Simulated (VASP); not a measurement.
# ZnSe (Stilleite): convergence with the SCF solver and smearing, part 3 of 3

Aim: find what the SCF solver and smearing change for ZnSe (Stilleite), and what they cost. The atoms are off their equilibrium sites, so that forces can be compared too. The series runs use r2SCAN. The atoms of the start are displaced at random from the sites of a F-43m cell.

VASP 6.6.1; r2SCAN; plane waves and PAW (Zn, Se).

Still holding for the runs below: Spin-orbit coupling is off here; it would split degenerate levels, and it lifts a valence top of Se p states by about 0.1 eV.

So far. Step 14 (Smearing: ISMEAR = -1, SIGMA = 0.2): Against the run before the energy at zero width moves by +0.09 meV an atom and the pressure by -0.02 GPa, after 16 cycles in 4 min. The entropy term T·S comes to 0.25 meV an atom in size.

## (15) Smearing: ISMEAR = -1, SIGMA = 0.5

The input, INCAR:

```
SYSTEM = ZnSe
PREC = Accurate
ENCUT = 400
EDIFF = 1E-06
NELM = 100
ISMEAR = -1
SIGMA = 0.5
LREAL = .FALSE.
ALGO = Normal
METAGGA = R2SCAN
LASPH = .TRUE.
NBANDS = 15
LORBIT = 11
LWAVE = .FALSE.
LCHARG = .FALSE.
KPAR = 2
ISIF = 2
```

The input, POSCAR:

```
ZnSe
1.0
    0.0000000000      2.8338000000      2.8338000000
    2.8338000000      0.0000000000      2.8338000000
    2.8338000000      2.8338000000      0.0000000000
Zn Se
1 1
Direct
   -0.0007710000      0.0024180000     -0.0012080000
    0.2407990000      0.2413540000      0.2578680000
```

The input, KPOINTS:

```
Automatic mesh
0
Gamma
8 8 8
0 0 0
```

The projector-augmented-wave data sets are Zn and Se (PBE family, release 64).

Run with:

```bash
> mpirun -np 2 vasp_std
```

What it wrote:

```text
[... set-up lines as in an earlier step ...]
 entering main loop
       N       E                     dE             d eps       ncg     rms          rms(c)
DAV:   1     0.579591279003E+02    0.57959E+02   -0.78140E+03  7808   0.116E+03
DAV:   2    -0.229603238550E+02   -0.80919E+02   -0.76788E+02  8941   0.234E+02
DAV:   3    -0.276641025673E+02   -0.47038E+01   -0.46863E+01  9319   0.598E+01
DAV:   4    -0.276974657443E+02   -0.33363E-01   -0.33360E-01  9585   0.549E+00
[...]
DAV:  14    -0.249122335658E+02    0.12568E-05   -0.29910E-06  6834   0.339E-02    0.110E-03
DAV:  15    -0.249122347173E+02   -0.11515E-05   -0.19643E-07  4152   0.107E-02    0.232E-04
DAV:  16    -0.249122344953E+02    0.22197E-06   -0.72260E-08  4089   0.370E-03
   1 F= -.24912234E+02 E0= -.24864489E+02  d E =-.954909E-01
```

Elapsed: 4 min, on 2 MPI ranks of Intel Xeon Platinum 8259CL at 2.50GHz (Skylake/Cascade Lake), shared host; peak memory 0.51 GiB; 7.9 min of CPU time.

OUTCAR, selected parts (step 15):

```text
  Total        0.0040076      0.0055592     -0.0178962      0.3042453      0.0316503     -0.0103682
  in kB        0.1410768      0.1956967     -0.6299905     10.7101818      1.1141680     -0.3649850
  external PRESSURE =      -0.0977390 kB  Pullay stress =       0.0000000 kB

 POSITION                                       TOTAL-FORCE (eV/Angst)
 -----------------------------------------------------------------------------------
      2.83723      5.66199      2.83847        -0.025573     -0.000684     -0.294687
      1.41470      1.41312      1.36633         0.025573      0.000684      0.294687
 -----------------------------------------------------------------------------------
    total drift:                                0.006258     -0.008885      0.008620

  FREE ENERGIE OF THE ION-ELECTRON SYSTEM (eV)
  ---------------------------------------------------
  free  energy   TOTEN  =       -24.9122344953 eV

  energy  without entropy=      -24.8167436023  energy(sigma->0) =      -24.86448905

[... 2 parts as in an earlier step ...]

[... 1 further part left out ...]
[key lines of the parts left out:]
E-fermi :   2.8111
```

Against the run before the energy at zero width moves by +14.75 meV an atom and the pressure by +0.22 GPa, after 16 cycles in 4 min. The entropy term T·S comes to 47.75 meV an atom in size.

## (16) Smearing: ISMEAR = 2, SIGMA = 0.01

INCAR: that of step 15 with these lines changed.

```diff
@@ -5,4 +5,4 @@
 NELM = 100
-ISMEAR = -1
-SIGMA = 0.5
+ISMEAR = 2
+SIGMA = 0.01
 LREAL = .FALSE.
```

POSCAR is that of step 15.

KPOINTS is that of step 15.

Run with:

```bash
> mpirun -np 2 vasp_std
```

What it wrote:

```text
[... set-up lines as in an earlier step ...]
 entering main loop
       N       E                     dE             d eps       ncg     rms          rms(c)
DAV:   1     0.581635614486E+02    0.58164E+02   -0.78140E+03  7808   0.116E+03
DAV:   2    -0.229338479840E+02   -0.81097E+02   -0.76987E+02  8941   0.235E+02
[... 1 cycle as in an earlier step ...]
DAV:   4    -0.276757172641E+02   -0.33382E-01   -0.33379E-01  9585   0.549E+00
[... 2 cycles as in an earlier step ...]
DAV:   7    -0.248782860803E+02    0.29628E-01   -0.30702E-01  9704   0.915E+00    0.222E+00
DAV:   8    -0.248922397929E+02   -0.13954E-01   -0.34999E-02  9592   0.180E+00    0.538E-01
[... 1 cycle as in an earlier step ...]
DAV:  10    -0.248941814371E+02   -0.11866E-03   -0.94981E-04  9012   0.428E-01    0.542E-02
DAV:  11    -0.248941571291E+02    0.24308E-04   -0.35260E-04 10453   0.419E-01    0.421E-02
DAV:  12    -0.248941448323E+02    0.12297E-04   -0.10103E-04  9431   0.247E-01    0.763E-03
DAV:  13    -0.248941518315E+02   -0.69992E-05   -0.11203E-05 10369   0.648E-02    0.438E-03
DAV:  14    -0.248941507679E+02    0.10636E-05   -0.25482E-06  6785   0.299E-02    0.789E-04
[... 1 cycle as in an earlier step ...]
   1 F= -.24894152E+02 E0= -.24894152E+02  d E =-.190963E-31
```

It took 3.7 min on 2 MPI ranks; peak memory 0.5 GiB; 7.4 min of CPU time.

Parts of OUTCAR (step 16):

```text
  Total       -0.0544884     -0.0529338     -0.0759236      0.2953793      0.0307429     -0.0100584
  in kB       -1.9181270     -1.8633987     -2.6726988     10.3980778      1.0822258     -0.3540808
  external PRESSURE =      -2.1514081 kB  Pullay stress =       0.0000000 kB

[... 5 parts as in an earlier step ...]

[... 1 further part left out ...]
[key lines of the parts left out:]
E-fermi :   1.4394
```

Methfessel-Paxton smearing is not meant for a cell with a gap.

Against the first of the series the energy at zero width stays within 0.01 meV an atom and the pressure within 0.01 GPa, after 15 cycles in 3.7 min. The entropy term T·S comes to 0.00 meV an atom in size.

## (17) Smearing: ISMEAR = 2, SIGMA = 0.05

INCAR: that of step 16 with these lines changed.

```diff
@@ -6,3 +6,3 @@
 ISMEAR = 2
-SIGMA = 0.01
+SIGMA = 0.05
 LREAL = .FALSE.
```

POSCAR is that of step 16.

KPOINTS is that of step 16.

Run with:

```bash
> mpirun -np 2 vasp_std
```

What it wrote:

```text
[... set-up lines as in an earlier step ...]
 entering main loop
       N       E                     dE             d eps       ncg     rms          rms(c)
DAV:   1     0.581635539388E+02    0.58164E+02   -0.78140E+03  7808   0.116E+03
DAV:   2    -0.229338501351E+02   -0.81097E+02   -0.76974E+02  8941   0.234E+02
DAV:   3    -0.276423299693E+02   -0.47085E+01   -0.46936E+01  9319   0.598E+01
DAV:   4    -0.276757172641E+02   -0.33387E-01   -0.33379E-01  9585   0.549E+00
[... 3 cycles as in an earlier step ...]
DAV:   8    -0.248922350917E+02   -0.13948E-01   -0.34999E-02  9592   0.180E+00    0.538E-01
DAV:   9    -0.248940627779E+02   -0.18277E-02   -0.42799E-03 10313   0.152E+00    0.870E-02
DAV:  10    -0.248941814377E+02   -0.11866E-03   -0.94982E-04  9012   0.428E-01    0.542E-02
DAV:  11    -0.248941524270E+02    0.29011E-04   -0.35260E-04 10453   0.419E-01    0.421E-02
DAV:  12    -0.248941401292E+02    0.12298E-04   -0.10103E-04  9431   0.247E-01    0.763E-03
DAV:  13    -0.248941471287E+02   -0.69995E-05   -0.11204E-05 10369   0.648E-02    0.438E-03
DAV:  14    -0.248941460647E+02    0.10640E-05   -0.25485E-06  6785   0.299E-02    0.789E-04
DAV:  15    -0.248941470637E+02   -0.99891E-06   -0.14007E-07  4131   0.789E-03
   1 F= -.24894147E+02 E0= -.24894148E+02  d E =0.448787E-05
```

Elapsed: 3.7 min, on 2 MPI ranks; peak memory 0.51 GiB; 7.4 min of CPU time.

From OUTCAR (step 17):

```text
  Total       -0.0544858     -0.0529310     -0.0759336      0.2953725      0.0307417     -0.0100567
  in kB       -1.9180347     -1.8633015     -2.6730490     10.3978399      1.0821822     -0.3540198
  external PRESSURE =      -2.1514617 kB  Pullay stress =       0.0000000 kB

 POSITION                                       TOTAL-FORCE (eV/Angst)
 -----------------------------------------------------------------------------------
      2.83723      5.66199      2.83847        -0.025865     -0.000630     -0.297731
      1.41470      1.41312      1.36633         0.025865      0.000630      0.297731
 -----------------------------------------------------------------------------------
    total drift:                                0.006294     -0.008940      0.008678

  FREE ENERGIE OF THE ION-ELECTRON SYSTEM (eV)
  ---------------------------------------------------
  free  energy   TOTEN  =       -24.8941470637 eV

  energy  without entropy=      -24.8941515515  energy(sigma->0) =      -24.89414819

[... 2 parts as in an earlier step ...]

[... 1 further part left out ...]
[key lines of the parts left out:]
E-fermi :   1.3878
```

Against the run before the energy at zero width stays within 0.01 meV an atom and the pressure within 0.01 GPa, after 15 cycles in 3.7 min. The entropy term T·S comes to 0.00 meV an atom in size.

## (18) Smearing: ISMEAR = 2, SIGMA = 0.1

INCAR: that of step 17 with these lines changed.

```diff
@@ -6,3 +6,3 @@
 ISMEAR = 2
-SIGMA = 0.05
+SIGMA = 0.1
 LREAL = .FALSE.
```

POSCAR is that of step 17.

KPOINTS is that of step 17.

Run with:

```bash
> mpirun -np 2 vasp_std
```

What it wrote:

```text
[... set-up lines as in an earlier step ...]
 entering main loop
       N       E                     dE             d eps       ncg     rms          rms(c)
DAV:   1     0.581634898163E+02    0.58163E+02   -0.78140E+03  7808   0.116E+03
DAV:   2    -0.229338286276E+02   -0.81097E+02   -0.76965E+02  8941   0.234E+02
[... 1 cycle as in an earlier step ...]
DAV:   4    -0.276757083085E+02   -0.33373E-01   -0.33379E-01  9585   0.549E+00
DAV:   5    -0.276758575473E+02   -0.14924E-03   -0.14924E-03  9718   0.322E-01    0.504E+00
DAV:   6    -0.249079066445E+02    0.27680E+01   -0.13873E+00  8752   0.341E+01    0.471E+00
DAV:   7    -0.248782797454E+02    0.29627E-01   -0.30701E-01  9704   0.915E+00    0.222E+00
[...]
DAV:  13    -0.248941442967E+02   -0.69994E-05   -0.11201E-05 10369   0.648E-02    0.438E-03
DAV:  14    -0.248941432329E+02    0.10638E-05   -0.25475E-06  6785   0.299E-02    0.788E-04
DAV:  15    -0.248941442319E+02   -0.99900E-06   -0.14001E-07  4131   0.788E-03
   1 F= -.24894144E+02 E0= -.24894142E+02  d E =-.879226E-05
```

It took 3.7 min on 2 MPI ranks; peak memory 0.51 GiB; 7.4 min of CPU time.

From OUTCAR (step 18):

```text
  Total       -0.0546777     -0.0531300     -0.0754047      0.2955402      0.0307857     -0.0101378
  in kB       -1.9247901     -1.8703069     -2.6544309     10.4037402      1.0837327     -0.3568762
  external PRESSURE =      -2.1498426 kB  Pullay stress =       0.0000000 kB

 POSITION                                       TOTAL-FORCE (eV/Angst)
 -----------------------------------------------------------------------------------
      2.83723      5.66199      2.83847        -0.025840     -0.000676     -0.297660
      1.41470      1.41312      1.36633         0.025840      0.000676      0.297660
 -----------------------------------------------------------------------------------
    total drift:                                0.006294     -0.008940      0.008678

  FREE ENERGIE OF THE ION-ELECTRON SYSTEM (eV)
  ---------------------------------------------------
  free  energy   TOTEN  =       -24.8941442319 eV

  energy  without entropy=      -24.8941354397  energy(sigma->0) =      -24.89414203

[... 2 parts as in an earlier step ...]

[... 1 further part left out ...]
[key lines of the parts left out:]
E-fermi :   1.4188
```

Against the run before the energy at zero width stays within 0.01 meV an atom and the pressure within 0.01 GPa, after 15 cycles in 3.7 min. The entropy term T·S comes to 0.00 meV an atom in size.

## (19) Smearing: ISMEAR = 2, SIGMA = 0.2

INCAR: that of step 18 with these lines changed.

```diff
@@ -6,3 +6,3 @@
 ISMEAR = 2
-SIGMA = 0.1
+SIGMA = 0.2
 LREAL = .FALSE.
```

POSCAR is that of step 18.

KPOINTS is that of step 18.

Run with:

```bash
> mpirun -np 2 vasp_std
```

What it wrote:

```text
[... set-up lines as in an earlier step ...]
 entering main loop
       N       E                     dE             d eps       ncg     rms          rms(c)
DAV:   1     0.581630671096E+02    0.58163E+02   -0.78140E+03  7808   0.116E+03
DAV:   2    -0.229338085347E+02   -0.81097E+02   -0.76973E+02  8941   0.234E+02
DAV:   3    -0.276421948757E+02   -0.47084E+01   -0.46937E+01  9319   0.598E+01
DAV:   4    -0.276755748143E+02   -0.33380E-01   -0.33374E-01  9585   0.549E+00
[...]
DAV:  13    -0.248940548387E+02   -0.69971E-05   -0.11202E-05 10376   0.648E-02    0.438E-03
DAV:  14    -0.248940537764E+02    0.10623E-05   -0.25476E-06  6785   0.299E-02    0.789E-04
DAV:  15    -0.248940547760E+02   -0.99966E-06   -0.14023E-07  4131   0.790E-03
   1 F= -.24894055E+02 E0= -.24894223E+02  d E =0.674718E-03
```

It took 3.7 min on 2 MPI ranks; peak memory 0.51 GiB; 7.4 min of CPU time.

Parts of OUTCAR (step 19):

```text
  Total       -0.0558177     -0.0542790     -0.0756622      0.2986649      0.0311221     -0.0103521
  in kB       -1.9649189     -1.9107528     -2.6634955     10.5137376      1.0955755     -0.3644207
  external PRESSURE =      -2.1797224 kB  Pullay stress =       0.0000000 kB

 POSITION                                       TOTAL-FORCE (eV/Angst)
 -----------------------------------------------------------------------------------
      2.83723      5.66199      2.83847        -0.025697     -0.000716     -0.296154
      1.41470      1.41312      1.36633         0.025697      0.000716      0.296154
 -----------------------------------------------------------------------------------
    total drift:                                0.006295     -0.008941      0.008678

  FREE ENERGIE OF THE ION-ELECTRON SYSTEM (eV)
  ---------------------------------------------------
  free  energy   TOTEN  =       -24.8940547760 eV

  energy  without entropy=      -24.8947294943  energy(sigma->0) =      -24.89422346

[... 2 parts as in an earlier step ...]

[... 1 further part left out ...]
[key lines of the parts left out:]
E-fermi :   1.3470
```

Against the run before the energy at zero width moves by -0.04 meV an atom while the pressure stays within 0.01 GPa, after 15 cycles in 3.7 min. The entropy term T·S comes to 0.34 meV an atom in size.

## (20) Smearing: ISMEAR = 2, SIGMA = 0.5

INCAR: that of step 19 with these lines changed.

```diff
@@ -6,3 +6,3 @@
 ISMEAR = 2
-SIGMA = 0.2
+SIGMA = 0.5
 LREAL = .FALSE.
```

POSCAR is that of step 19.

KPOINTS is that of step 19.

Run with:

```bash
> mpirun -np 2 vasp_std
```

What it wrote:

```text
[... set-up lines as in an earlier step ...]
 entering main loop
       N       E                     dE             d eps       ncg     rms          rms(c)
DAV:   1     0.581613358983E+02    0.58161E+02   -0.78140E+03  7808   0.116E+03
DAV:   2    -0.229338353245E+02   -0.81095E+02   -0.76974E+02  8941   0.235E+02
DAV:   3    -0.276414284054E+02   -0.47076E+01   -0.46929E+01  9319   0.598E+01
DAV:   4    -0.276747967276E+02   -0.33368E-01   -0.33363E-01  9585   0.549E+00
[...]
DAV:  14    -0.248932730715E+02    0.10635E-05   -0.25515E-06  6778   0.300E-02    0.791E-04
DAV:  15    -0.248932740726E+02   -0.10011E-05   -0.14080E-07  4131   0.793E-03    0.293E-04
DAV:  16    -0.248932738857E+02    0.18695E-06   -0.64064E-08  4089   0.412E-03
   1 F= -.24893274E+02 E0= -.24893575E+02  d E =0.120401E-02
```

Wall time 3.9 min (2 MPI ranks); peak memory 0.51 GiB.

Parts of OUTCAR (step 20):

```text
  Total       -0.0610151     -0.0594652     -0.0819455      0.2997612      0.0312160     -0.0102604
  in kB       -2.1478821     -2.0933215     -2.8846823     10.5523304      1.0988816     -0.3611920
  external PRESSURE =      -2.3752953 kB  Pullay stress =       0.0000000 kB

 POSITION                                       TOTAL-FORCE (eV/Angst)
 -----------------------------------------------------------------------------------
      2.83723      5.66199      2.83847        -0.025669     -0.000677     -0.295790
      1.41470      1.41312      1.36633         0.025669      0.000677      0.295790
 -----------------------------------------------------------------------------------
    total drift:                                0.006294     -0.008940      0.008663

  FREE ENERGIE OF THE ION-ELECTRON SYSTEM (eV)
  ---------------------------------------------------
  free  energy   TOTEN  =       -24.8932738857 eV

  energy  without entropy=      -24.8944778993  energy(sigma->0) =      -24.89357489

[... 2 parts as in an earlier step ...]

[... 1 further part left out ...]
[key lines of the parts left out:]
E-fermi :   1.4393
```

Against the run before the energy at zero width moves by +0.32 meV an atom and the pressure by -0.02 GPa, after 16 cycles in 3.9 min. The entropy term T·S comes to 0.60 meV an atom in size.

## (21) Smearing: ISMEAR = -5

INCAR: that of step 20 with these lines changed.

```diff
@@ -5,4 +5,4 @@
 NELM = 100
-ISMEAR = 2
-SIGMA = 0.5
+ISMEAR = -5
+SIGMA = 0.05
 LREAL = .FALSE.
```

POSCAR is that of step 20.

KPOINTS is that of step 20.

Run with:

```bash
> mpirun -np 2 vasp_std
```

What it wrote:

```text
[... set-up lines as in an earlier step ...]
 entering main loop
       N       E                     dE             d eps       ncg     rms          rms(c)
DAV:   1     0.581821007354E+02    0.58182E+02   -0.78140E+03  7808   0.116E+03
DAV:   2    -0.229338501348E+02   -0.81116E+02   -0.77399E+02  8941   0.235E+02
[... 12 cycles as in an earlier step ...]
DAV:  15    -0.248941517668E+02   -0.99896E-06   -0.14007E-07  4131   0.789E-03
   1 F= -.24894152E+02 E0= -.24894152E+02  d E =0.000000E+00
```

Run time: 3.8 min. Hardware: 2 MPI ranks; peak memory 0.52 GiB.

From OUTCAR (step 21):

```text
  Total       -0.0544884     -0.0529338     -0.0759236      0.2953793      0.0307429     -0.0100584
  in kB       -1.9181269     -1.8633987     -2.6726991     10.3980771      1.0822262     -0.3540812
  external PRESSURE =      -2.1514082 kB  Pullay stress =       0.0000000 kB

  FREE ENERGIE OF THE ION-ELECTRON SYSTEM (eV)
  ---------------------------------------------------
  free  energy   TOTEN  =       -24.8941517668 eV

[... 4 parts as in an earlier step ...]

[... 1 further part left out ...]
[key lines of the parts left out:]
E-fermi :   1.4329
```

Against the first of the series the energy at zero width stays within 0.01 meV an atom and the pressure within 0.01 GPa, after 15 cycles in 3.8 min.

## (22) The smearing series as a table

This step: convergence of r2SCAN results with the smearing; plane waves and PAW (VASP 6.6.1).

This step runs nothing: it gathers the runs above.

Differences are taken from the run with ISMEAR = -1, SIGMA = 0.01. Results of the series, by row:

```csv
setting,status,energy less the reference (meV/atom),pressure (GPa),largest force difference (meV/Å),gap (eV),SCF cycles,wall time (s)
"ISMEAR = -1, SIGMA = 0.01",converged,0,-0.2151,0,1.81,15,228
"ISMEAR = -1, SIGMA = 0.05",converged,0,-0.2151,0,1.81,15,226
"ISMEAR = -1, SIGMA = 0.1",converged,4.70e-4,-0.2151,0,1.81,15,230
"ISMEAR = -1, SIGMA = 0.2",converged,0.08596,-0.2326,0.03,1.81,16,237
"ISMEAR = -1, SIGMA = 0.5",converged,14.83,-0.009774,3.041,1.813,16,237
"ISMEAR = 2, SIGMA = 0.01",converged,0,-0.2151,0,1.81,15,224
"ISMEAR = 2, SIGMA = 0.05",converged,0.00179,-0.2151,0.003,1.81,15,224
"ISMEAR = 2, SIGMA = 0.1",converged,0.00487,-0.215,0.068,1.81,15,224
"ISMEAR = 2, SIGMA = 0.2",converged,-0.03585,-0.218,1.574,1.81,15,224
"ISMEAR = 2, SIGMA = 0.5",converged,0.2884,-0.2375,1.938,1.81,16,236
ISMEAR = -5,converged,0,-0.2151,0,1.81,15,225
```

## (23) What came out

```
fewest SCF cycles                          : AMIX = 0.8 (13)
most SCF cycles among converged runs       : IMIX = 1, AMIX = 0.2 (39)
spread of the pressure over the SCF solver : 0.0675 GPa
spread of the energy over the SCF solver   : 0.0021 meV/atom
spread of the pressure over the smearing   : 0.228 GPa
spread of the energy over the smearing     : 14.9 meV/atom
```

In words: All SCF solvers that converged agree within 0.05 meV an atom. No setting beats the 3.8 min of ALGO = Normal by a fifth or more; the slowest converged run is IMIX = 1, AMIX = 0.2, at 8.6 min. On a shared host such times are rough. The usual rule keeps the entropy term T·S under 1 meV an atom, which holds up to a width of 0.2 eV for Fermi-Dirac and 0.5 eV for second-order Methfessel-Paxton. Farthest in energy from the narrowest smearing lies ISMEAR = -1, SIGMA = 0.5 (+14.8 meV an atom, +0.21 GPa, 3.0 meV/Å in forces). Methfessel-Paxton smearing is made for metals and can give negative occupations at band edges.

[Lines on the potential files, build, host, timing and source positions are cut from VASP's logs without a mark.]

[Logs are printed without paths, hosts, clocks, repeated set-up lines and the standing remarks that a program may print on its own settings, such as how far it seeks lower states.]

[Hosts, paths, dates, database ids (printed as entryN), source tags and the programs' standing remarks are cut or masked in the printed files.]

[A measured line is paired with the nearest computed mode of its activity, which favours agreement.]

[In band tables of VASP the shares of atoms and orbitals are scaled to a sum of 1 inside the atoms' spheres.]
